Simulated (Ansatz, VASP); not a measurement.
# GaSb in two plane-wave programs, part 2 of 2

Wanted: the spread between two codes on one cell, functional and k mesh. The cell is taken from a series of runs on this material, whose earlier steps may have relaxed, scaled, displaced or heated it; both programs get it as it stands.

VASP 6.6.1 and Ansatz 0.2.0.

So far: Set-up; VASP: zone-centre phonons, PBEsol.

### 2. VASP: zone-centre phonons, PBEsol (continued)

Level of this step: PBEsol; plane waves and PAW (Ga_d, Sb) (VASP).

Numbers of over 12 decimals in the logs are rounded to 6 here.

Parts of OUTCAR (step 2):

```text
ion  position               nearest neighbor table
   1  0.997  0.997  0.997-   2 2.58   2 2.58   2 2.58   2 2.63
   2  0.753  0.753  0.753-   1 2.58   1 2.58   1 2.58   1 2.63

  LATTYP: Found a trigonal (rhomboedric) cell.
 ALAT       =     4.3242373784
 COS(alpha) =     0.5397745033

 Subroutine GETGRP returns: Found  6 space group operations
 (whereof  6 operations were pure point group operations)

The static configuration has the point symmetry C_3v.

   k-points           NKPTS =   1728   k-points in BZ     NKDIM =   1728   number of bands    NBANDS=     15

   dimension x,y,z NGX =    32 NGY =   32 NGZ =   32
   dimension x,y,z NGXF=    64 NGYF=   64 NGZF=   64

   ENCUT  =  500.0 eV  36.75 Ry    6.06 a.u.   7.88  7.88  7.88*2*pi/ulx,y,z

   NELECT =      18.0000    total number of electrons

 k-points in reciprocal lattice and weights: Points of the shifted mesh
   0.04166667  0.04166667  0.04166667       0.001
   0.04166667  0.04166667  0.12500000       0.001
   0.04166667  0.04166667  0.20833333       0.001
   0.04166667  0.04166667  0.29166667       0.001
   0.04166667  0.04166667  0.37500000       0.001
   0.04166667  0.04166667  0.45833333       0.001
   0.04166667  0.04166667  0.54166667       0.001
   0.04166667  0.04166667  0.62500000       0.001
   0.04166667  0.04166667  0.70833333       0.001
[...]
0.95833333  0.95833333  0.87500000       0.001
   0.95833333  0.95833333  0.95833333       0.001

 average (electrostatic) potential at core
       1 -64.9800       2 -86.8743

  Total        1.2681790      1.2681790      1.2681790     -0.6138841     -0.6138841     -0.6138841
  in kB       37.8623288     37.8623288     37.8623288    -18.3279193    -18.3279193    -18.3279193
  external PRESSURE =      37.8623288 kB  Pullay stress =       0.0000000 kB

  energy-cutoff  :      500.00
  volume of cell :       53.66
      direct lattice vectors                 reciprocal lattice vectors
     0.122903064  3.056462313  3.056462313    -0.173800680  0.167082158  0.167082158
     3.056462313  0.122903064  3.056462313     0.167082158 -0.173800680  0.167082158
     3.056462313  3.056462313  0.122903064     0.167082158  0.167082158 -0.173800680

 POSITION                                       TOTAL-FORCE (eV/Angst)
 -----------------------------------------------------------------------------------
      6.21623      6.21623      6.21623        -0.000375     -0.000375     -0.000375
      4.69646      4.69646      4.69646         0.000375      0.000375      0.000375
 -----------------------------------------------------------------------------------
    total drift:                                0.000293      0.000293      0.000293

 Eigenvectors and eigenvalues of the dynamical matrix
 ----------------------------------------------------

   1 f  =    7.202169 THz    45.252564 2PiTHz  240.238509 cm-1    29.785766 meV
             X         Y         Z           dx          dy          dz
      6.216234  6.216234  6.216234     0.242679    0.401954   -0.644634
      4.696465  4.696465  4.696465    -0.183587   -0.304079    0.487666

   2 f  =    7.202169 THz    45.252564 2PiTHz  240.238509 cm-1    29.785766 meV
             X         Y         Z           dx          dy          dz
      6.216234  6.216234  6.216234    -0.604248    0.512290    0.091958
      4.696465  4.696465  4.696465     0.457115   -0.387548   -0.069566

   3 f  =    6.962954 THz    43.749527 2PiTHz  232.259129 cm-1    28.796449 meV
             X         Y         Z           dx          dy          dz
      6.216234  6.216234  6.216234     0.460196    0.460196    0.460196
      4.696465  4.696465  4.696465    -0.348645   -0.348645   -0.348645

   4 f/i=    0.001146 THz     0.007198 2PiTHz    0.038212 cm-1     0.004738 meV
             X         Y         Z           dx          dy          dz
      6.216234  6.216234  6.216234     0.457925   -0.386196   -0.071729
      4.696465  4.696465  4.696465     0.605319   -0.510502   -0.094817

   5 f/i=    0.001146 THz     0.007198 2PiTHz    0.038212 cm-1     0.004738 meV
             X         Y         Z           dx          dy          dz
      6.216234  6.216234  6.216234     0.181558    0.305796   -0.487353
      4.696465  4.696465  4.696465     0.239996    0.404223   -0.644219

   6 f/i=    0.003756 THz     0.023603 2PiTHz    0.125303 cm-1     0.015536 meV
             X         Y         Z           dx          dy          dz
      6.216234  6.216234  6.216234     0.348645    0.348645    0.348645
      4.696465  4.696465  4.696465     0.460196    0.460196    0.460196

 ELASTIC MODULI CONTR FROM IONIC RELAXATION (kBar)
 Direction    XX          YY          ZZ          XY          YZ          ZX
 --------------------------------------------------------------------------------
 XX          -8.5762     -6.3556     -6.3556     15.2124     40.6163     11.5537
 YY          -6.3556     -8.5762     -6.3556     11.5537     15.2124     40.6163
 ZZ          -6.3556     -6.3556     -8.5762     40.6163     11.5537     15.2124
 XY          15.2124     11.5537     40.6163   -296.7632     41.7362     41.7362
 YZ          40.6163     15.2124     11.5537     41.7362   -296.7632     41.7362
 ZX          11.5537     40.6163     15.2124     41.7362     41.7362   -296.7632
 --------------------------------------------------------------------------------
```

### 3. Ansatz: zone-centre phonons, PBEsol

Ansatz runs on its PAW soft_1 files.

The same cell, functional, mesh and smearing now go to Ansatz, which takes its cutoff from its data sets.

Contents of input.yaml:

```yaml
crystal:
  lattice:
    - [0.1229030642, 3.056462313, 3.056462313]
    - [3.056462313, 0.1229030642, 3.056462313]
    - [3.056462313, 3.056462313, 0.1229030642]
  atoms:
    - { symbol: Ga, position: [-0.003142158, -0.003142158, -0.003142158] }
    - { symbol: Sb, position: [0.753142158, 0.753142158, 0.753142158] }
kpoints:
  mp_grid: { grid: [12, 12, 12], shift: [0.5, 0.5, 0.5] }
hamiltonian:
  xc: pbesol
  pseudopotentials: { kind: paw, azcp: { folder: soft_1 }, xc_functional: pbe }
scf:
  occupations: { method: gaussian, width: 0.015 }
output:
  eigenvalues: true
phonons:
  method: dfpt
```

On the command line:

```
$ ansatz run input.yaml --threads 4 --pin off --max-ram 10240MiB --backend cpu --events-out ev --progress --plain --runs-dir out
```

The log of the run:

```text
Engine: ansatz 0.2.0, x86_64-unknown-linux-gnu
Pseudopotentials: kind: paw
Pseudopotential: Ga, paw, valence charge 13, recommended cutoff 420 eV (normal), soft_1/Ga.paw.azcp
Pseudopotential: Sb, paw, valence charge 15, recommended cutoff 420 eV (normal), soft_1/Sb.paw.azcp
Functional definition: PBEsol
  exchange = pbesol_x
  correlation = pbesol_c
Crystal: 2 atoms, lattice volume = 53.664 Å³
Basis set: ecut = 420 eV, 1033 PW (Γ), exchange–correlation on 60×60×60 points (8 copies of the dense FFT grid, shifted against one another)
Bands: 18, of which v1, the nominal top of the filled ones, is band 14 counted from 1 (13 counted from 0)
Symmetry: 6 space group operations
k-points: 468 of 1728 (irreducible under 2 space group operations, time reversal used)
Non-local potential: Ga, projectors of the file, l = 0: 2, l = 1: 2, l = 2: 3, l = 3: 1
Non-local potential: Sb, projectors of the file, l = 0: 2, l = 1: 2, l = 2: 2, l = 3: 1
PAW form: soft (Blöchl's): semilocal exchange-correlation on the pseudo side does not see the compensation charge
PAW frozen core: Ga, regenerated for the run's functional, and the local potential with it (the file was generated under x = pbe(κ = 0.804, μ = 0.219515), c = pbe(β = 0.066725))
PAW frozen core: Sb, regenerated for the run's functional, and the local potential with it (the file was generated under x = pbe(κ = 0.804, μ = 0.219515), c = pbe(β = 0.066725))
PAW one-centre angular grid: Ga, 590 points (default); XC on 64 Gauss nodes
PAW one-centre angular grid: Sb, 590 points (default); XC on 64 Gauss nodes
Initial density: superposition of atomic densities (chi_scale 0.1, normalization cell, long waves kept (reshape's long-wave potential 0.00 eV rms))
Initial wavefunctions: pseudopotential atomic-orbital guess
Functional: x = pbesol(κ = 0.804, μ = 0.123457), c = pbesol(β = 0.046)
SCF iter   1: F=—  HF=-10151.633182 eV  |F-HF|=—  |Δ(HF+E_count)|=         —  Δρ=3.33e-2  dr2=4.39e-1  ethr=3.10e-3  ⟨swp⟩=6.1  Hψ=46428  notcnv=0
preconditioner: auto → none  [insulator: Δε(μ)=0.343 eV  Ē_g=14.982 eV  σ=0.015 eV  W_gap=1.00  n_scr=14 (ndim 8)  ℏωp=21.5 eV  f_vac=0.002  D(μ)=0.00/eV (n_scr^D=0)  ε∞_Penn≈3.1]
SCF iter   2: F=—  HF=-10151.550205 eV  |F-HF|=—  |Δ(HF+E_count)|=   8.30e-2  Δρ=1.52e-2  dr2=7.15e-2  ethr=1.57e-3  ⟨swp⟩=2.0  Hψ=14049  notcnv=0
SCF iter   3: F=—  HF=-10151.548675 eV  |F-HF|=—  |Δ(HF+E_count)|=   1.53e-3  Δρ=4.95e-3  dr2=1.14e-2  ethr=2.55e-4  ⟨swp⟩=2.0  Hψ=14519  notcnv=0
SCF iter   4: F=—  HF=-10151.543859 eV  |F-HF|=—  |Δ(HF+E_count)|=   4.82e-3  Δρ=8.70e-4  dr2=2.56e-4  ethr=4.08e-5  ⟨swp⟩=3.0  Hψ=16329  notcnv=0
SCF iter   5: F=—  HF=-10151.543772 eV  |F-HF|=—  |Δ(HF+E_count)|=   8.71e-5  Δρ=3.70e-4  dr2=2.52e-5  ethr=9.15e-7  ⟨swp⟩=2.0  Hψ=15362  notcnv=0
SCF iter   6: F=—  HF=-10151.543777 eV  |F-HF|=—  |Δ(HF+E_count)|=   4.48e-6  Δρ=3.52e-5  dr2=5.19e-7  ethr=9.01e-8  ⟨swp⟩=2.4  Hψ=13941  notcnv=0
SCF iter   7: F=—  HF=-10151.543778 eV  |F-HF|=—  |Δ(HF+E_count)|=   9.15e-7  Δρ=6.67e-6  dr2=1.93e-8  ethr=1.85e-9  ⟨swp⟩=2.1  Hψ=13048  notcnv=0
SCF iter   8: F=—  HF=-10151.543778 eV  |F-HF|=—  |Δ(HF+E_count)|=   1.54e-8  Δρ=1.45e-6  dr2=1.12e-9  ethr=6.88e-11  ⟨swp⟩=2.1  Hψ=14815  notcnv=0
SCF iter   9: F=—  HF=-10151.543778 eV  |F-HF|=—  |Δ(HF+E_count)|=  5.17e-10  Δρ=3.71e-7  dr2=6.68e-11  ethr=4.01e-12  ⟨swp⟩=2.0  Hψ=14976  notcnv=0
SCF iter  10: F=-10151.543778 eV  HF=-10151.543778 eV  |F-HF|=0.00e0  |Δ(HF+E_count)|=  4.00e-11  Δρ=9.30e-8  dr2=3.50e-12  ethr=1.00e-12  ⟨swp⟩=6.0  Hψ=39764  notcnv=0
SCF 1 converged in 10 iterations: F = -10151.543778 eV  dr2 = 3.50e-12
  greatest PAW one-centre occupation: 0.996 electrons in one spin orbital (limit 2), on the Sb atom at site 1 (counted from 0), in its partial waves of l = 2
DFPT response loops at Γ: preconditioner auto → Resta (q_TF=auto, 2.448 Å⁻¹)  ε∞=14.2 (no band partly filled); β = 1.00, the filter's whole step (`scf.mixing.beta` (0.50) is not read by the response loops at its default; to damp them type it under 1.00, their step now; it binds the ground state too); Broyden in place of MSR1
SCF converged after 10 iterations
Free energy (F): -10151.543778 eV
Harris-Foulkes:  -10151.543778 eV  (|F-HF|=0.00e0)
Internal energy: -10151.543778 eV  (E = F + TS)
E sigma→0 (E₀):  -10151.543778 eV
Fermi energy:    8.879026 eV
--- Per-component energies (eV) ---
  E_band       = -240.908120
  E_kinetic    = 277.508452
  E_local      = -3293.106852  (includes V_loc(G=0)·N_el)
  E_nonlocal   = 300.257018
  E_hartree    = 1694.231031
  E_xc         = -161.162267
  E_vxc        = -147.117668  (∫ρ·V_xc dr)
  E_paw        = -6421.297107  (= ΣΔE_a)
  E_vpaw       = -766.911110  (= ΣTr[D̂ρ^β])
  E_aug_tail   = -0.000069  (compensation charges beyond the density's cutoff)
  E_ewald      = -2549.168818
  E_core_change = 1.194834  (= ΣΔE_core)
  E_smearing   = -0.000000  (= −TS)
  E_closure    = -0.000000  (closes the sum)
  Σ components = -10151.543778   (vs F -10151.543778, Δ=0.00e0)
--- Band table (eV; the first three rows and the last of 468) ---
  k-point 0: bands = [... 10 lower, -3.3970, 7.6243, 8.7304, 8.7304, 9.3063, 11.1779, 11.5406, 11.5406]
  k-point 1: bands = [... 10 lower, -3.2936, 6.8824, 7.9772, 8.6427, 9.8633, 11.5273, 11.6449, 11.9415]
  k-point 2: bands = [... 10 lower, -3.0349, 5.6321, 7.3943, 8.3250, 9.8201, 11.9835, 11.9922, 12.9729]
  k-point 467: bands = [... 10 lower, -1.5209, 1.8943, 6.8663, 7.3286, 9.0280, 12.0922, 12.3558, 14.8242]
--- Phonons (Γ-DFPT): 2 representative perturbations + reference, on 468 of 1728 k-points (Σ response iterations 6) ---
  k mesh reduced under 2 symmetry operations, with k and −k counted as one. Each operation leaves every solved perturbation unchanged. A smaller set is not used because it would not reduce the number of displacements times k-points to solve
  ASR residual: 5.798e-5 → 0.000e0 eV/Å²; symmetrization residual: 1.321e-6 eV/Å²
  ASR residual per site (eV/Å²): 2.87e-5 5.80e-5
  Γ frequencies (cm⁻¹): 0.00 0.00 0.00 230.96 238.99 238.99
  non-analytic LO–TO correction: not included (Born effective charges unavailable; polar crystals: no LO–TO splitting at Γ)
```

The column dr2 measures how far the density is from self-consistency, as an energy; F and HF (Harris–Foulkes) agree once it is small.

### 4. Comparison

Known differences besides the potentials themselves: the data sets hold 28 valence electrons in Ansatz (on its PAW soft_1 files) and 18 in VASP; the cutoff is 420 eV in Ansatz and 500 eV in VASP; Ansatz makes its cores anew for this functional, VASP keeps those of its PBE data sets. Total energies have different zeros and are not compared.

Both answers:

```tsv
quantity	Ansatz	VASP	difference
optical mode 1 (cm⁻¹)	231.0	232.3	-0.56 %
optical mode 2 to 3 (cm⁻¹)	239.0	240.2	-0.52 %
```

Modes are paired by rising frequency, not by their patterns, so a pair may set unlike modes beside each other; they are those without the splitting of longitudinal modes.

### 5. Summary of results

| Property | Result |
| --- | --- |
| r.m.s. difference of the optical zone-centre modes, each program's sorted by frequency (zone-centre phonons, PBEsol) | 1.3 cm⁻¹ |
| difference in optical mode 1 (zone-centre phonons, PBEsol) | -0.6 % |

The r.m.s. difference of the optical zone-centre modes, each program's sorted by frequency is 1.3 cm⁻¹ (zone-centre phonons, PBEsol). The data sets hold unlike numbers of valence electrons (28 in Ansatz and 18 in VASP), so part of the differences comes from the potentials. Among the rows given in per cent, the largest difference of the zone-centre phonons, PBEsol pair is in optical mode 1, -0.6 %. How closely two codes agree says nothing of how well the functional describes the real material.

[Lines on the potential files, build, host, timing and source positions are cut from VASP's logs without a mark.]

[Logs are printed without paths, hosts, clocks, repeated set-up lines and the standing remarks that a program may print on its own settings, such as how far it seeks lower states.]

[Hosts, paths, dates, database ids (printed as entryN), source tags and the programs' standing remarks are cut or masked in the printed files.]
